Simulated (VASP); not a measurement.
Here is a VASP 6.6.1 calculation.

Contents of INCAR:

```
SYSTEM = LaB6
PREC     = Accurate       ! precision mode
ENCUT    = 520            ! plane-wave cutoff, eV
EDIFF    = 1E-6           ! SCF threshold, eV
ISMEAR   = 0              ! smearing method
SIGMA    = 0.1            ! smearing width, eV
LREAL    = .False.        ! projectors in reciprocal space
LASPH    = .True.         ! aspherical terms in the spheres
NELM     = 100            ! most SCF steps
ALGO     = Normal         ! electronic algorithm
ISIF     = 2              ! what is computed and relaxed
LWAVE    = .False.        ! write WAVECAR
LCHARG   = .False.        ! write CHGCAR
GGA      = PE             ! functional
NBANDS   = 24             ! bands
```

KPOINTS

```
regular mesh
0
Gamma
  10 10 10
  0 0 0
```

File POSCAR:

```
LaB6
1.0
    4.1550229759      0.0000000000      0.0000000000
    0.0000000000      4.1550229759      0.0000000000
    0.0000000000      0.0000000000      4.1550229759
La B
1 6
Direct
    0.0000000000      0.0000000000      0.0000000000
    0.8001645391      0.5000000000      0.5000000000
    0.1998354609      0.5000000000      0.5000000000
    0.5000000000      0.5000000000      0.8001645391
    0.5000000000      0.5000000000      0.1998354609
    0.5000000000      0.1998354609      0.5000000000
    0.5000000000      0.8001645391      0.5000000000
```

Potentials or basis: VASP PAW PBE potentials, release 64 (La, B).

Command:

```bash
$ cat potpaw_PBE.64/La/POTCAR potpaw_PBE.64/B/POTCAR > POTCAR
$ mpirun -np 1 vasp_std > vasp.out
```

(1) What does it give for the pressure?

(2) Predict the band gap on the k mesh.

(3) Estimate the largest force.

Results:

(1) -0.1 GPa.

(2) none (metal or under the smearing width).

(3) 0.021 eV/Å.
